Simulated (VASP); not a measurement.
# AlAs (F-43m) in VASP: single point with HSE06

Aim: the single point of AlAs with HSE06.

Everything below comes from runs of VASP 6.6.1. Logs are shortened: lines on timing, memory, paths and dates and some standing lists are left out, and cuts for length are marked.

## (1) Starting point

The structure is cubic, space group F-43m (No. 216). The conventional cell has a = 5.682 Å, b = 5.682 Å, c = 5.682 Å, α = 90.00°, β = 90.00°, γ = 90.00°. Around Al (site symmetry -43m) lie 4 As at 2.46 Å. As (site symmetry -43m) has 4 Al at 2.46 Å as nearest neighbours.

The cell is a database's computed one.

## (2) Single point, HSE06

Input file POSCAR:

```
AlAs
1.0
    0.0000000000      2.8408800000      2.8408800000
    2.8408800000      0.0000000000      2.8408800000
    2.8408800000      2.8408800000      0.0000000000
Al As
1 1
Direct
    0.0000000000      0.0000000000      0.0000000000
    0.2500000000      0.2500000000      0.2500000000
```

Input file INCAR.step1:

```
SYSTEM = AlAs
PREC = Accurate
ENCUT = 520
EDIFF = 1E-5
ISMEAR = 0
SIGMA = 0.02
LREAL = .False.
LASPH = .True.
NELM = 60
ALGO = Normal
ISIF = 2
LWAVE = .True.
LCHARG = .False.
GGA = PE
```

Input file INCAR.step2:

```
SYSTEM = AlAs
PREC = Accurate
ENCUT = 520
EDIFF = 1E-6
ISMEAR = 0
SIGMA = 0.02
LREAL = .False.
LASPH = .True.
NELM = 60
ALGO = Normal
ISIF = 2
LWAVE = .False.
LCHARG = .False.
GGA = PE
LHFCALC = .True.
HFSCREEN = 0.2
PRECFOCK = Fast
ISTART = 1
```

Input file KPOINTS:

```
regular mesh
0
Gamma
  6 6 6
  0 0 0
```

Potentials or basis: VASP PAW PBE potentials, release 64 (Al, As).

Started as:

```bash
$ cat potpaw_PBE.64/Al/POTCAR potpaw_PBE.64/As/POTCAR > POTCAR
$ cp INCAR.step1 INCAR
$ mpirun -np 1 vasp_std > vasp.out
$ cp INCAR.step2 INCAR
$ mpirun -np 1 vasp_std > vasp.out
```

OUTCAR:

```text
SYSTEM = AlAs
   PREC = Accurate
   ENCUT = 520
   EDIFF = 1E-6
   ISMEAR = 0
   LREAL = .False.
   LASPH = .True.
   NELM = 60
   ISIF = 2
   GGA = PE
   LHFCALC = .True.
   HFSCREEN = 0.2
   PRECFOCK = Fast
   ISTART = 1

 ion  position               nearest neighbor table
   1  0.000  0.000  0.000-   2 2.46   2 2.46   2 2.46   2 2.46
   2  0.250  0.250  0.250-   1 2.46   1 2.46   1 2.46   1 2.46

  LATTYP: Found a face centered cubic cell.
 ALAT       =     5.6817600000

  Lattice vectors:

 A1 = (   0.0000000000,   2.8408800000,   2.8408800000)
 A2 = (   2.8408800000,   0.0000000000,   2.8408800000)
 A3 = (   2.8408800000,   2.8408800000,   0.0000000000)

Analysis of symmetry for initial positions (statically):
=====================================================================
 Subroutine PRICEL returns:
 Original cell was already a primitive cell.

 Routine SETGRP: Setting up the symmetry group for a
 face centered cubic supercell.

 Subroutine GETGRP returns: Found 24 space group operations
 (whereof 24 operations were pure point group operations)
 out of a pool of 48 trial point group operations.

The static configuration has the point symmetry T_d .

Analysis of symmetry for dynamics (positions and initial velocities):
=====================================================================
 Subroutine PRICEL returns:
 Original cell was already a primitive cell.

 Routine SETGRP: Setting up the symmetry group for a
 face centered cubic supercell.

 Subroutine GETGRP returns: Found 24 space group operations
 (whereof 24 operations were pure point group operations)
 out of a pool of 48 trial point group operations.

The dynamic configuration has the point symmetry T_d .

 Subroutine INISYM returns: Found 24 space group operations
 (whereof 24 operations are pure point group operations),
 and found     1 'primitive' translations

----------------------------------------------------------------------------------------

                                     Primitive cell

  volume of cell :      45.8552

  direct lattice vectors                    reciprocal lattice vectors
     0.000000000  2.840880000  2.840880000    -0.176001802  0.176001802  0.176001802
     2.840880000  0.000000000  2.840880000     0.176001802 -0.176001802  0.176001802
     2.840880000  2.840880000  0.000000000     0.176001802  0.176001802 -0.176001802

  length of vectors
     4.017611025  4.017611025  4.017611025     0.304844064  0.304844064  0.304844064

  position of ions in fractional coordinates (direct lattice)
     0.000000000  0.000000000  0.000000000
     0.250000000  0.250000000  0.250000000

  ion indices of the primitive-cell ions
   primitive index   ion index
                 1           1
                 2           2

----------------------------------------------------------------------------------------

 KPOINTS: regular mesh

Automatic generation of k-mesh.
 Grid dimensions read from file:
 generate k-points for:    6    6    6

 Generating k-lattice:

  Cartesian coordinates                     Fractional coordinates (reciprocal lattice)
    -0.029333634  0.029333634  0.029333634     0.166666667  0.000000000  0.000000000
     0.029333634 -0.029333634  0.029333634     0.000000000  0.166666667  0.000000000
     0.029333634  0.029333634 -0.029333634     0.000000000  0.000000000  0.166666667

  Length of vectors
     0.050807344  0.050807344  0.050807344

  Shift w.r.t. Gamma in fractional coordinates (k-lattice)
     0.000000000  0.000000000  0.000000000

 Subroutine IBZKPT returns following result:
 ===========================================

 Found     16 irreducible k-points:

 Following reciprocal coordinates:
            Coordinates               Weight
  0.000000  0.000000  0.000000      1.000000
  0.166667  0.000000  0.000000      8.000000
  0.333333  0.000000  0.000000      8.000000
  0.500000  0.000000  0.000000      4.000000
  0.166667  0.166667  0.000000      6.000000
  0.333333  0.166667  0.000000     24.000000
[... 8 lines left out ...]
 -0.333333  0.333333  0.166667     24.000000
 -0.333333  0.500000  0.166667     12.000000
   k-points           NKPTS =     16   k-points in BZ     NKDIM =    216   number of bands    NBANDS=      8
   number of dos      NEDOS =    301   number of ions     NIONS =      2
   total plane-waves  NPLWV =  27000
   dimension x,y,z NGX =    30 NGY =   30 NGZ =   30
   dimension x,y,z NGXF=    60 NGYF=   60 NGZF=   60
   ions per type =               1   1
   NGX,Y,Z   is equivalent  to a cutoff of  12.41, 12.41, 12.41 a.u.
   NGXF,Y,Z  is equivalent  to a cutoff of  24.83, 24.83, 24.83 a.u.
 SYSTEM =  AlAs
   PREC   = accura    normal or accurate (medium, high low for compatibility)
   ISTART =      1    job   : 0-new  1-cont  2-samecut
   ICHARG =      0    charge: 1-file 2-atom 10-const
   ISPIN  =      1    spin polarized calculation?
   LNONCOLLINEAR =      F non collinear calculations
   LSORBIT =      F    spin-orbit coupling
   LASPH  =      T    aspherical Exc in radial PAW
   ENCUT  =  520.0 eV  38.22 Ry    6.18 a.u.   7.47  7.47  7.47*2*pi/ulx,y,z
   NELM   =     60;   NELMIN=  2; NELMDL=  0     # of ELM steps
   EDIFF  = 0.1E-05   stopping-criterion for ELM
   LREAL  =      F    real-space projection
   EDIFFG = 0.1E-04   stopping-criterion for IOM
   NSW    =      0    number of steps for IOM
   IBRION =     -1    ionic relax: 0-MD 1-quasi-New 2-CG
   NFREE  =      0    steps in history (QN), initial steepest desc. (CG)
   ISIF   =      2    stress and relaxation
   ISYM   =      3    0-nonsym 1-usesym 2-fastsym
   POTIM  = 0.5000    time-step for ionic-motion
   TEBEG  =    0.0;   TEEND  =   0.0 temperature during run
   PSTRESS=    0.0 pullay stress
   NELECT =       8.0000    total number of electrons
   NUPDOWN=      -1.0000    fix difference up-down
   EMIN   =  10.00;   EMAX   =-10.00  energy-range for DOS
   EFERMI =   0.00;   METHOD = LEGACY
   ISMEAR =     0;   SIGMA  =   0.02  broadening in eV -4-tet -1-fermi 0-gaus
   EFERMI_NEDOS =   21; number of points for ismear=-14 and -15
   IALGO  =     38    algorithm
   IMIX   =      1    mixing-type and parameters
     AMIX     =   0.40;   BMIX     =  1.00
     AMIX_MAG =   1.60;   BMIX_MAG =  1.00
  volume/ion in A,a.u.               =      22.93       154.72
  Fermi-wavevector in a.u.,A,eV,Ry     =   0.914763  1.728651 11.385238  0.836791
  Thomas-Fermi vector in A             =   2.039427
   LORBIT       =      0    0 simple, 1 ext, 2 COOP (PROOUT), +10 PAW based schemes
   GGA     = PE    functional components
   LHFCALC =     T    Hartree Fock is set to
   PRECFOCK=fast      Normal, Fast or Accurate (Low or Medium for compatibility)
   ENCUT4O =  -1.0   cutoff for four orbital integrals eV
   NKREDX  =     1    reduce k-point grid by
   NKREDY  =     1    reduce k-point grid by
   NKREDZ  =     1    reduce k-point grid by
   AEXX    =    0.2500 exact exchange contribution
   HFSCREEN=    0.2000 screening length (either q_TF or 0.3 A-1)
   HFSCREENC=   0.2000 screening length for correlation (either q_TF or 0.3 A-1)
   ENCUTFOCK=  -1.0 apply spherical cutoff to Coloumb kernel
   IVDW    =     0    specifies the selected vdW correction
   LEPSILON=     F    determine dielectric tensor
   LRPA    =     F    only Hartree local field effects (RPA)
 non-spin polarized calculation
 Gauss-broadening in eV      SIGMA  =   0.02
  energy-cutoff  :      520.00
  volume of cell :       45.86
 maximum number of plane-waves:      1258
 NGX is ok and might be reduce to    30
  NGX = 18; NGY = 18; NGZ = 18

 number of electron       7.9999999 magnetization

 Free energy of the ion-electron system (eV)
  ---------------------------------------------------
  ext. energy  EPLUGINS =         0.00000000
  ---------------------------------------------------
  free energy    TOTEN  =       -10.99469162 eV

  energy without entropy =      -10.99469162  energy(sigma->0) =      -10.99469162

 E-fermi :   3.4435     XC(G=0):  -7.5057

 val. band max:        3.3277847409   @ k =   0.0000   0.0000   0.0000
 cond. band min:       5.4504611905   @ k =   0.5000   0.5000   0.0000
 fundamental gap:      2.1226764496
 Fermi energy:         3.4434659390

 k-point     1 :       0.0000    0.0000    0.0000
  band No.  band energies     occupation
      1      -9.6948      2.00000
      2       3.3278      2.00000
      3       3.3278      2.00000
      4       3.3278      2.00000
      5       6.1787      0.00000
      6       8.4729      0.00000
      7       8.4729      0.00000
      8       8.4729      0.00000

 k-point     2 :       0.1667    0.0000    0.0000
  band No.  band energies     occupation
      1      -9.3985      2.00000
      2       1.1238      2.00000
      3       3.0486      2.00000
      4       3.0486      2.00000
      5       6.9515      0.00000
      6       8.9378      0.00000
      7       8.9378      0.00000
      8       9.3982      0.00000

 k-point     3 :       0.3333    0.0000    0.0000
  band No.  band energies     occupation
      1      -8.6466      2.00000
      2      -1.5403      2.00000
      3       2.6122      2.00000
      4       2.6122      2.00000
      5       6.4601      0.00000
      6       9.0797      0.00000
      7       9.0797      0.00000
      8      11.8150      0.00000
[... 122 lines left out ...]
 k-point    15 :      -0.3333    0.3333    0.1667
  band No.  band energies     occupation
      1      -7.6579      2.00000
      2      -2.2657      2.00000
      3      -0.0743      2.00000
      4       1.1667      2.00000
      5       8.0561      0.00000
      6       8.7820      0.00000
      7      11.0231      0.00000
      8      11.7385      0.00000

 k-point    16 :      -0.3333    0.5000    0.1667
  band No.  band energies     occupation
      1      -7.4774      2.00000
      2      -2.3529      2.00000
      3       0.1735      2.00000
      4       0.4582      2.00000
      5       7.2554      0.00000
      6       8.2545      0.00000
      7      11.4904      0.00000
      8      12.1801      0.00000

------------------------ aborting loop because EDIFF is reached ----------------------------------------

  FORCE on cell =-STRESS in cart. coord.  units (eV):
  Direction    XX          YY          ZZ          XY          YZ          ZX
  --------------------------------------------------------------------------------------
  -------------------------------------------------------------------------------------
  Total       -0.0599097     -0.0599097     -0.0599097      0.0000000      0.0000000     -0.0000000
  in kB       -2.0932398     -2.0932398     -2.0932398      0.0000000      0.0000000     -0.0000000
  external PRESSURE =      -2.0932398 kB  Pullay stress =       0.0000000 kB

 VOLUME and BASIS-vectors are now :
 -----------------------------------------------------------------------------
  energy-cutoff  :      520.00
  volume of cell :       45.86
      direct lattice vectors                 reciprocal lattice vectors
     0.000000000  2.840880000  2.840880000    -0.176001802  0.176001802  0.176001802
     2.840880000  0.000000000  2.840880000     0.176001802 -0.176001802  0.176001802
     2.840880000  2.840880000  0.000000000     0.176001802  0.176001802 -0.176001802

 POSITION                                       TOTAL-FORCE (eV/Angst)
 -----------------------------------------------------------------------------------
      0.00000      0.00000      0.00000         0.000000      0.000000      0.000000
      1.42044      1.42044      1.42044        -0.000000     -0.000000     -0.000000
 -----------------------------------------------------------------------------------
    total drift:                               -0.000000     -0.000000     -0.000000

  FREE ENERGIE OF THE ION-ELECTRON SYSTEM (eV)
  ---------------------------------------------------
  free  energy   TOTEN  =       -10.9946916234 eV

  energy  without entropy=      -10.9946916234  energy(sigma->0) =      -10.99469162
```

It took 3 min on 1 thread of AMD EPYC 9R45 (Zen 5), shared host; peak memory 0.25 GiB.

What came out:

- Free energy: -10.9947 eV
- Pressure: -0.2 GPa
- Band gap on the k mesh: 2.12 eV, indirect (least direct gap 2.85 eV)

Levels at points of the mesh, in eV from the valence-band top:
| k point | band 1 | band 2 | band 3 | band 4 | band 5 | band 6 | band 7 | band 8 |
| --- | --- | --- | --- | --- | --- | --- | --- | --- |
| (0.00, 0.00, 0.00) | -13.02 | 0.00 | 0.00 | 0.00 | 2.85 | 5.15 | 5.15 | 5.15 |
| (0.50, 0.00, 0.00) | -11.45 | -6.08 | -0.89 | -0.89 | 2.89 | 5.56 | 5.56 | 8.70 |
| (0.50, 0.50, 0.00) | -10.83 | -5.94 | -2.35 | -2.35 | 2.12 | 3.01 | 11.58 | 11.58 |

Caveat: the PAW data sets were made with another functional, which shifts forces and pressure a little. A k mesh can miss the band edges.
